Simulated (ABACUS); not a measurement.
Here is an ABACUS 3.10.1 calculation.

INPUT

```
INPUT_PARAMETERS
suffix              Hf
calculation         scf
basis_type          lcao
pseudo_dir          ./
orbital_dir         ./
symmetry            1
dft_functional      pbe
ecutwfc             100
pseudo_rcut         10
nspin               1
nbands              16
ks_solver           genelpa
smearing_method     fd
smearing_sigma      0.00367493
scf_thr             1e-07
scf_nmax            100
mixing_type         broyden
mixing_beta         0.7
cal_force           1
cal_stress          1
out_mul             1
out_chg             1
out_pot             2
out_elf             1
```

STRU

```
ATOMIC_SPECIES
Hf 178.4900 Hf.upf

NUMERICAL_ORBITAL
Hf_confined-atom_8au_3s2p2d1f.orb

LATTICE_CONSTANT
1.8897261246

LATTICE_VECTORS
3.1967000000 0.0000000000 0.0000000000
-1.5983500000 2.7684234083 0.0000000000
0.0000000000 0.0000000000 5.0578000000

ATOMIC_POSITIONS
Direct

Hf
0.0
2
0.6707990000 0.3463000000 0.7545060000 1 1 1
0.3256540000 0.6728700000 0.2466750000 1 1 1
```

KPT

```
K_POINTS
0
Gamma
10 10 5 0 0 0
```

Potentials or basis: PseudoDojo NC SR 0.4.1 PBE standard, DZP LCAO (the cutoffs set its grid).

Run with:

```bash
$ OMP_NUM_THREADS=1 mpirun -np 4 abacus > log
```

What does it give for the band gap on the k mesh?

None (metal or under the smearing width).

Estimate the largest force.

0.174 eV/Å.

Estimate the pressure.

0.9 GPa.

Stress tensor (GPa, compression positive):
```
1.14 0.26 0.05
0.26 0.78 0.04
0.05 0.04 0.78
```

Caveat: the atomic orbitals were generated for these runs and aren't a published set; the basis of atomic orbitals isn't converged, which shifts pressures, moduli and gaps. Spin-orbit coupling is left out, which matters for the levels of Hf.
